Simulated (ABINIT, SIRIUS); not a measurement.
This is a calculation of Sn for ABINIT 10.8.3 (patched build). Atoms were shifted at random by some hundredths of an Å from the given cell, which wasn't relaxed again for these runs. This isn't the form of Sn at room conditions, which is tetragonal (white tin).

run.abi

```
# Pseudopotentials
pp_dirpath "./"
pseudos "Sn.upf"

# Structure
acell 3*1.0 Angstrom
rprim
     0.0000000000     3.2333428000     3.2333428000
     3.2333428000     0.0000000000     3.2333428000
     3.2333428000     3.2333428000     0.0000000000
ntypat 1
znucl 50
natom 2
typat 1 1
xred
     0.7513240000     0.7590190000     0.7625880000
     0.4946710000     0.5090020000     0.5000090000
chkprim 0
chksymtnons 0
tolsym 1.0e-6

# Plane-wave basis
ecut 36.0

# k points
kptopt 1
ngkpt 7 7 7
nshiftk 1
shiftk 0.0 0.0 0.0

# Exchange and correlation
ixc -116133

# Bands and occupations
nband 18
occopt 3
tsmear 0.05 eV

# SCF cycle
nstep 100
tolvrs 1.0e-10

# Output
iomode 3
prtwf 0
prteig 0
prtebands 0
enunit 2
prtden 1
prtvha 1
prtvclmb 1
prtpot 1
prtelf 1
```

Potentials or basis: PseudoDojo NC SR PBEsol v0.4.1 standard.

Run with:

```bash
$ abinit run.abi > log 2>&1
```

Question: What does the same run look like in SIRIUS 7.12.0? Potentials or basis there: PseudoDojo 0.4.1 PBEsol standard (scalar relativistic), cutoff 983 eV.

Answer: As run (cutoffs and basis follow the program's own potentials, and thresholds, step limits or extra output files can differ):

The input sirius.json:

```json
{
  "control": {
    "processing_unit": "cpu",
    "verbosity": 2,
    "num_bands_to_print": 22,
    "print_forces": true,
    "print_stress": true
  },
  "parameters": {
    "electronic_structure_method": "pseudopotential",
    "xc_functionals": ["XC_GGA_X_PBE_SOL", "XC_GGA_C_PBE_SOL"],
    "gk_cutoff": 8.5,
    "pw_cutoff": 17.0,
    "ngridk": [7, 7, 7],
    "shiftk": [0, 0, 0],
    "smearing": "fermi_dirac",
    "smearing_width": 0.0018374661,
    "num_bands": 22,
    "num_mag_dims": 0,
    "num_dft_iter": 100,
    "energy_tol": 1e-08,
    "density_tol": 1e-06
  },
  "iterative_solver": {
    "type": "davidson",
    "min_tolerance": 1e-10
  },
  "mixer": {
    "type": "anderson",
    "beta": 0.7,
    "max_history": 8
  },
  "settings": {
    "tol_ne": 1e-10,
    "pseudo_grid_cutoff": 6.5
  },
  "unit_cell": {
    "lattice_vectors": [
      [0.0, 6.110132359031, 6.110132359031],
      [6.110132359031, 0.0, 6.110132359031],
      [6.110132359031, 6.110132359031, 0.0]
    ],
    "atom_coordinate_units": "lattice",
    "atom_types": ["Sn"],
    "atom_files": {
      "Sn": "Sn.json"
    },
    "atoms": {
      "Sn": [
        [0.751324, 0.759019, 0.762588],
        [0.494671, 0.509002, 0.500009]
      ]
    }
  }
}
```

Potentials or basis: PseudoDojo 0.4.1 PBEsol standard (scalar relativistic).

The run is started by

```sh
$ upf_to_json Sn.upf
$ OMP_NUM_THREADS=1 sirius.scf --input=sirius.json --output=out.json --task=0
```

Both were run:

|  | ABINIT | SIRIUS |
| --- | --- | --- |
| Pressure | 1.8 GPa | 1.8 GPa |
| Largest force | 0.561 eV/Å | 0.561 eV/Å |

Pressure is positive in compression.
